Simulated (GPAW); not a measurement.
# Quasiparticle gap of KI (Fm-3m) in GPAW

Wanted: ground state, empty states, screening and self-energy for KI (Fm-3m).

Method: PBE and many-body steps on it, plane waves, in GPAW 26.7.0.

## (1) The structure

It takes space group Fm-3m (No. 225, cubic). Conventional cell: a = 7.066 Å, b = 7.066 Å, c = 7.066 Å, α = 90.00°, β = 90.00°, γ = 90.00°. K has 6 I at 3.53 Å nearest. Nearest to I lie 6 K at 3.53 Å. Farther neighbours and most contacts between anions are not listed.

The cell and positions come from the Crystallography Open Database and are kept as given unless a step says otherwise. Spin-orbit coupling is left out unless a step names it.

## (2) Ground state

This step: GPAW 26.7.0; DFT, PBE, plane waves, PAW.

The ground-state density comes first.

The input, run.py:

```python
import json
import numpy as np
from gpaw.mpi import world
from ase import Atoms
from gpaw import GPAW, PW, FermiDirac

atoms = Atoms(['K', 'I'],
    cell=[[0.0000000000, 3.5327750000, 3.5327750000],
      [3.5327750000, 0.0000000000, 3.5327750000],
      [3.5327750000, 3.5327750000, 0.0000000000]],
    scaled_positions=[[0.0000000000, 0.0000000000, 0.0000000000],
      [0.5000000000, 0.5000000000, 0.5000000000]],
    pbc=(True, True, True))
calc = GPAW(mode=PW(450),
    xc='PBE',
    kpts={'size': (6, 6, 6), 'gamma': True},
    occupations=FermiDirac(0.001),
    nbands=-7,
    convergence={'density': 1e-6, 'bands': -3},
    maxiter=100,
    txt='gs.txt')
atoms.calc = calc
res = {'energy': atoms.get_potential_energy()}
kpts = calc.get_ibz_k_points()
res['kpts'] = kpts
res['eigenvalues'] = [calc.get_eigenvalues(kpt=k) for k in range(len(kpts))]
res['n_electrons'] = calc.get_number_of_electrons()
calc.write('gs.gpw')

if world.rank == 0:
    with open('result.json', 'w') as f:
        json.dump(res, f, default=lambda x: x.tolist())
```

The run is started by

```sh
mpirun -n 4 gpaw python run.py
```

Numbers of over 12 decimals in the logs are rounded to 6 here.

The program printed:

```text
__  _  _
 | _ |_)|_||  |
 |__||  | ||/\| - 26.7.0

Input parameters:
  mode=PW(ecut=450.000000),
  convergence={'density': 1e-06, 'bands': -3},
  kpts=MonkhorstPack(size=(6, 6, 6), gamma=True),
  maxiter=100,
  nbands=-7,
  occupations=Occupations(name='fermi-dirac', width=0.001, fixmagmom=False),
  xc=XC(name='PBE')
  [... matrices ...]
Diagonalizing LCAO Hamiltonian
Converting LCAO to pw mode

                   I

       K

Atoms  # Å, Bohr magnetons
|   | symbol |        x |        y |        z |    initial magnetic moments |
| 0 |      K | 0.000000 | 0.000000 | 0.000000 | ( 0.0000,  0.0000,  0.0000) |
| 1 |      I | 3.532775 | 3.532775 | 3.532775 | ( 0.0000,  0.0000,  0.0000) |

Unit cell  # Å
| periodic |        x |        y |        z |  lengths |    angles |
|      yes | 0.000000 | 3.532775 | 3.532775 | 4.996098 | 60.000000 |
|      yes | 3.532775 | 0.000000 | 3.532775 | 4.996098 | 60.000000 |
|      yes | 3.532775 | 3.532775 | 0.000000 | 4.996098 | 60.000000 |

Number of symmetries: 48
Symmetry operations  # r_c * U_cc + t_c -> r_c
|    | kind |            matrix            |
|  0 |  σ   |  1, 0, 0,  1, 0,-1,  1,-1, 0 |
|  1 |  C2  |  1, 0, 0,  1,-1, 0,  1, 0,-1 |
|  2 |  E   |  1, 0, 0,  0, 1, 0,  0, 0, 1 |
|  3 |  σ   |  1, 0, 0,  0, 0, 1,  0, 1, 0 |
|  4 |  C4  |  1, 0,-1,  1, 0, 0,  1,-1, 0 |
|  5 |  S6  |  1, 0,-1,  1,-1, 0,  1, 0, 0 |
|  6 |  σ   |  1, 0,-1,  0, 1,-1,  0, 0,-1 |
|  7 |  C3  |  1, 0,-1,  0, 0,-1,  0, 1,-1 |
|  8 |  S6  |  1,-1, 0,  1, 0, 0,  1, 0,-1 |
|  9 |  C4  |  1,-1, 0,  1, 0,-1,  1, 0, 0 |
| 10 |  C3  |  1,-1, 0,  0,-1, 1,  0,-1, 0 |
| 11 |  σ   |  1,-1, 0,  0,-1, 0,  0,-1, 1 |
| 12 |  σ   |  0, 1, 0,  1, 0, 0,  0, 0, 1 |
| 13 |  C4  |  0, 1, 0,  0, 1,-1, -1, 1, 0 |
| 14 |  C3  |  0, 1, 0,  0, 0, 1,  1, 0, 0 |
| 15 |  S6  |  0, 1, 0, -1, 1, 0,  0, 1,-1 |
| 16 |  C2  |  0, 1,-1,  1, 0,-1,  0, 0,-1 |
| 17 |  σ   |  0, 1,-1,  0, 1, 0, -1, 1, 0 |
| 18 |  S4  |  0, 1,-1,  0, 0,-1,  1, 0,-1 |
| 19 |  C4  |  0, 1,-1, -1, 1, 0,  0, 1, 0 |
| 20 |  C3  |  0, 0, 1,  1, 0, 0,  0, 1, 0 |
| 21 |  σ   |  0, 0, 1,  0, 1, 0,  1, 0, 0 |
| 22 |  S6  |  0, 0, 1,  0,-1, 1, -1, 0, 1 |
| 23 |  C4  |  0, 0, 1, -1, 0, 1,  0,-1, 1 |
| 24 |  S4  |  0, 0,-1,  1, 0,-1,  0, 1,-1 |
| 25 |  C3  |  0, 0,-1,  0, 1,-1,  1, 0,-1 |
| 26 |  C2  |  0, 0,-1,  0,-1, 0, -1, 0, 0 |
| 27 |  S6  |  0, 0,-1, -1, 0, 0,  0,-1, 0 |
| 28 |  S4  |  0,-1, 1,  1,-1, 0,  0,-1, 0 |
| 29 |  C4  |  0,-1, 1,  0, 0, 1, -1, 0, 1 |
| 30 |  C2  |  0,-1, 1,  0,-1, 0,  1,-1, 0 |
| 31 |  σ   |  0,-1, 1, -1, 0, 1,  0, 0, 1 |
| 32 |  C3  |  0,-1, 0,  1,-1, 0,  0,-1, 1 |
| 33 |  S6  |  0,-1, 0,  0, 0,-1, -1, 0, 0 |
| 34 |  S4  |  0,-1, 0,  0,-1, 1,  1,-1, 0 |
| 35 |  C2  |  0,-1, 0, -1, 0, 0,  0, 0,-1 |
| 36 |  C2  | -1, 1, 0,  0, 1, 0,  0, 1,-1 |
| 37 |  S6  | -1, 1, 0,  0, 1,-1,  0, 1, 0 |
| 38 |  S4  | -1, 1, 0, -1, 0, 1, -1, 0, 0 |
| 39 |  C3  | -1, 1, 0, -1, 0, 0, -1, 0, 1 |
| 40 |  S6  | -1, 0, 1,  0, 0, 1,  0,-1, 1 |
| 41 |  C2  | -1, 0, 1,  0,-1, 1,  0, 0, 1 |
| 42 |  C3  | -1, 0, 1, -1, 1, 0, -1, 0, 0 |
| 43 |  S4  | -1, 0, 1, -1, 0, 0, -1, 1, 0 |
| 44 |  C2  | -1, 0, 0,  0, 0,-1,  0,-1, 0 |
| 45 |  i   | -1, 0, 0,  0,-1, 0,  0, 0,-1 |
| 46 |  σ   | -1, 0, 0, -1, 1, 0, -1, 0, 1 |
| 47 |  C2  | -1, 0, 0, -1, 0, 1, -1, 1, 0 |

BZ-sampling:
  Number of BZ points: 216
  Number of IBZ points: 16

  Monkhorst-Pack size: [6, 6, 6]
  Monkhorst-Pack shift: [0.083333, 0.083333, 0.083333]

K-points  # in reciprocal-cell coordinates
|     |                                coordinates |     weight |
|   0 | (  0.00000000,   0.00000000,   0.00000000) | 0.00462963 |
|   1 | (  0.16666667,   0.16666667,   0.00000000) | 0.02777778 |
|   2 | (  0.16666667,   0.16666667,   0.16666667) | 0.03703704 |
|   3 | (  0.33333333,   0.16666667,   0.16666667) | 0.05555556 |
|   4 | (  0.33333333,   0.33333333,  -0.33333333) | 0.05555556 |
|   5 | (  0.33333333,   0.33333333,   0.00000000) | 0.02777778 |
|   6 | (  0.33333333,   0.33333333,   0.16666667) | 0.11111111 |
|   7 | (  0.33333333,   0.33333333,   0.33333333) | 0.03703704 |
|   8 | (  0.50000000,   0.33333333,  -0.33333333) | 0.11111111 |
|   9 | (  0.50000000,   0.33333333,  -0.16666667) | 0.05555556 |
| ... |                                            |            |
|  15 | (  0.50000000,   0.50000000,   0.50000000) | 0.01851852 |

Plane wave coefficients: 1932
Cutoff: 450.000000 eV

Spin-components: 1 (collinear spins)
Bands:           15
Projectors:      10
Spin-degeneracy: 2
Datatype:        complex128

  Storage: CPU
  Wave functions: 7_361_280 bytes (1_840_320 per core)
  Projectors: 10_305_792 bytes (2_576_448 per core)
  [... matrices ...]
Parallelization:
  kpt:    4
  domain: 1
  band:   1

Density:
  Valence electrons: 16.0
  Components: 1
  Grid points: [25 25 25]
  Charge: 0.0  # |e|

Potential:
  Grid points: [25 25 25]

species:
  K:
    name:    Potassium
    Z:       19.0
    valence: 9
    core:    10
    charge:  0.0  # [|e|]
    compensation charges:
      type: gauss
      rc: 0.35  # [Å]
      lmax: 2
    cutoffs:
      filter: 1.91  # [Å]
      core: 1.27  # [Å]
    projectors
    | kind |    occ | energy [eV] | rcut [Å] |
    |   3s |  2.000 |     -35.338 |    1.122 |
    |   4s |  1.000 |      -2.319 |    1.122 |
    |   3p |  6.000 |     -18.813 |    1.106 |
    |    p |        |       8.398 |    1.106 |
    |    d |        |       0.000 |    0.937 |

    Using partial waves for K as LCAO basis

  I:
    name:    Iodine
    Z:       53.0
    valence: 7
    core:    46
    charge:  0.0  # [|e|]
    compensation charges:
      type: gauss
      rc: 0.37  # [Å]
      lmax: 2
    cutoffs:
      filter: 2.06  # [Å]
      core: 2.90  # [Å]
    projectors
    | kind |    occ | energy [eV] | rcut [Å] |
    |   5s |  2.000 |     -17.382 |    1.164 |
    |   5p |  5.000 |      -7.088 |    1.164 |
    |    s |        |       9.829 |    1.164 |
    |    p |        |      20.123 |    1.164 |
    |    d |        |       0.000 |    1.164 |

    Using partial waves for I as LCAO basis

Reference energy: -209923.048885  # eV

eigensolver:
  PPCG
  Converge bands: -3
  niter=2

density mixing:
  MSR1-Mixer
  Pratt-step length: 0.05
  Maximum mixing coefficient: 0.75
  Old densities: 10
  SVD Regularization: 0.005
  Good broyden scale: 1.0
  Trust region scale: 1.0
  Backstep threshold: 4.0
  History deletion threshold: 6.0
  Fourier metric: weight=20.0, sigma=0.015

occupation numbers:
  Fermi-Dirac:
    width: 0.0010  # eV

poisson solver:
  ecut: 3600.000000  # eV

xc functional:
  name: PBE with 2 nearest neighbor stencil

Initialization done in: 0.846 s

convergence criteria:
- Maximum integral of absolute [dens]ity change: 1e-06 electrons / valence electron
- Maximum [total energy] change in last 3 cyles: 0.0005 eV / valence electron
- Maximum integral of absolute [eigenst]ate change: 4e-08 eV^2 / valence electron
maximum number of iterations: 100

SCF iterations
|iter     |     time |      energy | eigst |  dens |
|iter:   1|  |   -5.784516 | +1.62 |       |
|iter:   2|  |   -5.774896 | +0.35 | -1.36 |
|iter:   3|  |   -5.707483 | -0.22 | -1.39 |
|iter:   4|  |   -5.709593 | -0.75 | -1.77 |
|iter:   5|  |   -5.710604c| -1.02 | -2.17 |
|iter:   6|  |   -5.710666c| -1.72 | -2.91 |
|iter:   7|  |   -5.710670c| -2.35 | -3.63 |
|iter:   8|  |   -5.710670c| -2.81 | -4.10 |
|iter:   9|  |   -5.710670c| -3.37 | -5.22 |
|iter:  10|  |   -5.710670c| -3.76 | -5.61 |
|iter:  11|  |   -5.710670c| -4.50 | -6.82c|
|iter:  12|  |   -5.710670c| -4.97 | -7.31c|
|iter:  13|  |   -5.710670c| -5.45 | -8.13c|
|iter:  14|  |   -5.710670c| -5.93 | -8.80c|
|iter:  15|  |   -5.710670c| -6.62 | -9.80c|
|iter:  16|  |   -5.710670c| -7.18 |-10.19c|
|iter:  17|  |   -5.710670c| -7.80c|-10.52c|

Converged in 17 steps
SCF loop duration: 3.584 s (0.211 s/step)
Energy contributions relative to reference atoms: (reference = -209923.048885)
  [... matrices ...]
Energy contributions:
  Kinetic:           5.203088
  Coulomb:          -4.496480
  Zero:             -0.651116
  External:          0.000000
  Xc:               -5.766162
  Entropy:          -0.000000
  Spinorbit:         0.000000
  ----------------------------
  Free energy:      -5.710670
  Extrapolated:     -5.710670

dipole moment: (-25.748593, -25.748593, -25.748593)  # |e|*Ang

Fermi level: 2.227
Eigenvalues  # (at kpt = [0.000, 0.000, 0.000])
| band index |      eig [eV] | occ [0-2] |
|          0 |       -28.001 |     2.000 |
|          1 |       -11.520 |     2.000 |
|          2 |       -11.520 |     2.000 |
|          3 |       -11.520 |     2.000 |
|          4 |       -10.004 |     2.000 |
|          5 |         0.472 |     2.000 |
|          6 |         0.472 |     2.000 |
|          7 |         0.472 |     2.000 |
|          8 |         4.449 |     0.000 |
|          9 |         6.979 |     0.000 |
|         10 |         6.979 |     0.000 |
|         11 |         6.979 |     0.000 |
|         12 |         7.692 |     0.000 |
|         13 |         7.692 |     0.000 |
|         14 |        10.333 |     0.000 |

Gap: 3.977 eV
Transition (v -> c):
  (s=0, k=0, n=7, [0.00, 0.00, 0.00]) -> (s=0, k=0, n=8, [0.00, 0.00, 0.00])
No difference between direct/indirect transitions
# Writing to gs.gpw (mode='')
  [... matrices ...]
```

Elapsed: 6 s, on 4 MPI ranks of Arm Neoverse V2, shared host; peak memory 0.64 GiB; 24 s of CPU time.

This step gave:

| Quantity | Value |
| --- | --- |
| total energy | -5.711 eV |
| gap | 3.977 eV |
| k of the valence top | 0, 0, 0 |
| k of the conduction bottom | 0, 0, 0 |
| least direct gap | 3.977 eV |

The gap is direct, at Γ.

## (3) Empty states on the mesh, 4×4×4 mesh, 153 bands

The sums over transitions need many empty states on a uniform mesh; this step solves for them.

The input, run.py:

```python
import json
import numpy as np
from gpaw.mpi import world
from gpaw import GPAW

calc = GPAW('gs.gpw').fixed_density(kpts={'size': (4, 4, 4), 'gamma': True},
    parallel={'domain': 1, 'band': 1},
    txt='nscf.txt')
calc.diagonalize_full_hamiltonian(nbands=153)
calc.write('full.gpw', mode='all')
res = {}
kpts = calc.get_ibz_k_points()
res['kpts'] = kpts
res['eigenvalues'] = [calc.get_eigenvalues(kpt=k) for k in range(len(kpts))]
res['n_electrons'] = calc.get_number_of_electrons()

if world.rank == 0:
    with open('result.json', 'w') as f:
        json.dump(res, f, default=lambda x: x.tolist())
```

The run is started by

```sh
mpirun -n 4 gpaw python run.py
```

The program printed:

```text
Diagonalizing LCAO Hamiltonian
Converting LCAO to pw mode
convergence criteria:
- Maximum integral of absolute [eigenst]ate change: 4e-08 eV^2 / valence electron
maximum number of iterations: 100

SCF iterations
|iter     |     time |      energy | eigst |  dens |
|iter:   1|  |             | +1.58 |       |
|iter:   2|  |             | +0.50 |       |
|iter:   3|  |             | -0.15 |       |
[...]
|iter:  25|  |             | -6.97 |       |
|iter:  26|  |             | -7.18 |       |
|iter:  27|  |             | -7.44c|       |
SCF steps: 27
  __  _  _
 | _ |_)|_||  |
 |__||  | ||/\| - 26.7.0

Input parameters:
  mode=PW(ecut=450.000000),
  convergence={'density': 1e-06, 'bands': -3},
  gpts=array([25, 25, 25]),
  kpts=MonkhorstPack(size=(4, 4, 4), gamma=True),
  maxiter=100,
  nbands=15,
  occupations=Occupations(name='fermi-dirac', width=0.001, fixmagmom=False),
  parallel={'domain': 1, 'band': 1},
  xc=XC(name='PBE')
Matrix size: 1924x1924
# Writing to full.gpw (mode='all')
  [... matrices ...]

timing:  # [seconds]
  Total: 12.945  # ━━━━━━━━━━━━━━━━━━━━━━━━━━━━━━━━━━━━━━━━━━━━━━━━━━━━━━━━━━
```

It took 17 s on 4 MPI ranks; peak memory 1.8 GiB; 68 s of CPU time.

This step gave:

```yaml
gap: 3.977 eV
k_of_the_valence_top: 0, 0, 0
k_of_the_conduction_bottom: 0, 0, 0
least_direct_gap: 3.977 eV
k_points_computed: 8
lowest_point_of_the_top_converged_band_above_the_valence_top: 75.8604 eV
```

On this mesh the gap is 3.977 eV.

## (4) Screening and self-energy, 4×4×4 mesh, 143 bands, screening to 80 eV

Now the one-shot GW correction: screening in the RPA, then the self-energy of the levels asked for.

This step: G0W0 on PBE, plane waves, PAW.

The input, run.py:

```python
import json
import numpy as np
from gpaw.mpi import world
from gpaw.response.g0w0 import G0W0

gw = G0W0('full.gpw',
    filename='gw',
    kpts=[0],
    bands=(6, 10),
    ecut=80,
    nbands=143,
    integrate_gamma='WS',
    ppa=True)
gw.calculate()
res = {mode: {k: v for k, v in r.items() if k != 'sigma_eskwn'}
       for mode, r in gw.all_results.items()}

if world.rank == 0:
    with open('result.json', 'w') as f:
        json.dump(res, f, default=lambda x: x.tolist())
```

The run is started by

```sh
mpirun -n 4 gpaw python run.py
```

The program printed:

```text
Using integrator: PointIntegrator
FrequencyGridDescriptor(from 0.000+0.000j to 0.000+27.211j eV, 2 points)
Nonperiodic BCs:  [False False False]
Using integrator: PointIntegrator
FrequencyGridDescriptor(from 0.000+0.000j to 0.000+27.211j eV, 2 points)
Nonperiodic BCs:  [False False False]
  ___  _ _ _
 |   || | | |
 | | || | | |
 |__ ||_____|
 |___|

BZ k-points: Symmetries present (total): 48

  [... matrices ...]
64 k-points: 4 x 4 x 4 Monkhorst-Pack grid + [1/8,1/8,1/8]
8 k-points in the irreducible part of the Brillouin zone
       k-points in crystal coordinates                weights
   0:     0.00000000    0.00000000    0.00000000          1/64
   1:     0.25000000    0.25000000    0.00000000          6/64
   2:     0.25000000    0.25000000    0.25000000          8/64
   3:     0.50000000    0.25000000   -0.25000000          6/64
   4:     0.50000000    0.25000000    0.25000000         12/64
   5:     0.50000000    0.50000000    0.00000000          3/64
   6:     0.50000000    0.50000000    0.25000000         24/64
   7:     0.50000000    0.50000000    0.50000000          4/64

Distributing spins, k-points and bands (1 x 1 x 4) over 4 processes
Number of blocks: 1

Quasi particle states:
k-points (IBZ indices): [0]
Band range: (6, 10)
  [... matrices ...]
Computational parameters:
Plane wave cut-off: 80 eV
Number of bands: 143
Coulomb cutoff: None
Broadening: 0.1 eV

fxc modes: GW
Kernel: RPA
Using Godby-Needs plasmon-pole approximation:
  Fitting energy: i*E0, E0 = 1.000 Hartree
Summing all q:

Calculating screened Coulomb potential
No Coulomb truncation
FrequencyGridDescriptor(from 0.000+0.000j to 0.000+27.211j eV, 2 points)
Removing empty qpoint cache files...

Calculating chi0 body with:
    Ground state adapter containing:
    Number of spins: 1
    Number of kpoints: 64
    Number of irreducible kpoints: 8
    Number of completely occupied states: 8
    Number of partially occupied states: 8
    Occupied states memory: 1.907349 M / cpu

    Linear response parametrization:
    q_c: [0.0, 0.0, 0.0]
    Number of frequency points: 2
    Planewave cutoff: 80.0
    Number of bands: 143
    Number of planewaves: 137
    Broadening (eta): 1e-06
    comm.size: 4
    kncomm.size: 4
    blockcomm.size: 1

    Memory estimate of potentially large arrays:
        chi0_wGG: 0.572784 M / cpu
Integrating chi0 body.

Symmetries of q_c:
    Direct symmetries (Uq -> q): 48
    Indirect symmetries (TUq -> q): 0
In total 48 allowed symmetries.

  [... matrices ...]
8 groups of equivalent kpoints. 87.5% reduction.

Integral kind: response function
Integrating chi0 head and wings.

Symmetries of q_c:
    Direct symmetries (Uq -> q): 48
    Indirect symmetries (TUq -> q): 0
In total 48 allowed symmetries.

  [... matrices ...]
8 groups of equivalent kpoints. 87.5% reduction.

Integral kind: response function wings

Calculating chi0 body with:
    Ground state adapter containing:
    Number of spins: 1
    Number of kpoints: 64
    Number of irreducible kpoints: 8
    Number of completely occupied states: 8
    Number of partially occupied states: 8
    Occupied states memory: 1.907349 M / cpu

    Linear response parametrization:
[... the further q-points ...]

Results:
f:      Occupation numbers
eps:     KS-eigenvalues [eV]
vxc:     KS vxc [eV]
exx:     Exact exchange [eV]
sigma:   Self-energies [eV]
dsigma:  Self-energy derivatives
Z:       Renormalization factors
qp:      QP-energies [eV]

k-point 0 (0): (0.000, 0.000, 0.000)                GW
band       f     eps     vxc     exx   sigma  dsigma       Z      qp
                                                                   GW
   6   1.000   0.472 -14.167 -17.271   1.348  -0.216   0.822  -0.973
   7   1.000   0.472 -14.167 -17.271   1.348  -0.216   0.822  -0.973
   8   0.000   4.449  -7.838  -4.348  -2.847  -0.161   0.861   5.002
   9   0.000   6.979  -8.262  -3.910  -3.047  -0.170   0.855   8.093
```

The job ended after 25 s (4 MPI ranks; peak memory 1.2 GiB).

This step gave:

```yaml
g0w0_gap_on_the_points_computed: 5.975 eV
least_direct_g0w0_gap_on_the_computed_points: 5.975 eV
z_at_the_valence_top: 0.8223
z_at_the_conduction_bottom: 0.8611
starting_gap_on_the_mesh: 3.977 eV
k_of_the_valence_top: 0, 0, 0
k_of_the_conduction_bottom: 0, 0, 0
```

The gap on the mesh goes from 3.98 eV to 5.98 eV, a correction of +2.00 eV.

Limits: finite bands, cutoff and mesh; no spin-orbit coupling. v1 is the top filled band, c1 the lowest empty one. The levels before and after the correction (eV, zero at the valence-band top of each column):

|  | conduction bottom | valence top |
| --- | --- | --- |
| Kohn-Sham | 3.98 | 0.00 |
| G0W0 | 5.98 | 0.00 |

|  | level | energy (eV) |
| --- | --- | --- |
| Kohn-Sham | Γ v2-v1 | 0.000 |
| Kohn-Sham | Γ c1 | 3.977 |
| Kohn-Sham | Γ c2 | 6.507 |
| G0W0 | Γ v2-v1 | 0.000 |
| G0W0 | Γ c1 | 5.975 |
| G0W0 | Γ c2 | 9.066 |

## (5) Where the time went

Times are wall times on 4 MPI ranks of Arm Neoverse V2, shared host, good to a factor of about two.

| step | time | share | memory (GiB) |
| --- | --- | --- | --- |
| ground state | 6 s | 12 % | 0.64 |
| empty states on the mesh | 17 s | 35 % | 1.8 |
| screening and self-energy | 25 s | 52 % | 1.2 |

## (6) Results

```
PBE gap              : 3.98 eV, direct
G0W0 gap on the mesh : 5.98 eV
GW settings          : 4×4×4 mesh, 143 bands, screening to 80 eV, Godby-Needs plasmon pole
known limits         : not at the basis limit; no spin-orbit coupling
```

In words: G0W0 moves the gap on the mesh from 3.98 eV to 5.98 eV (+2.00 eV), with Z of 0.82 and 0.86 at the edges. Only 1 of the mesh's irreducible points was corrected, so a valley elsewhere could overtake. Bands and cutoff are finite, so the gap is not at the basis limit. The miss can reach some tenths of an eV and take either sign; the mesh is an error of its own. These stock PAW sets were not made for GW; the filled d or f shell of I lies in the frozen core, which bears on start and correction. In the G0W0 run levels were corrected at 1 k point alone, so a gap called «on the mesh» is the least over those, and an edge elsewhere would be missed. The many-body steps are scalar-relativistic: spin-orbit coupling is not in them.

[Paths, hosts, dates, memory and timing lines, banners, echoed tables and standing remarks are left out of the program output.]

[Logs are printed without paths, hosts, clocks, repeated set-up lines and the standing remarks that a program may print on its own settings, such as how far it seeks lower states.]

[Runs of the session that timed out or met a known fault of the program may be left out.]

[Hosts, paths, dates, database ids (printed as entryN), source tags and the programs' standing remarks are cut or masked in the printed files.]
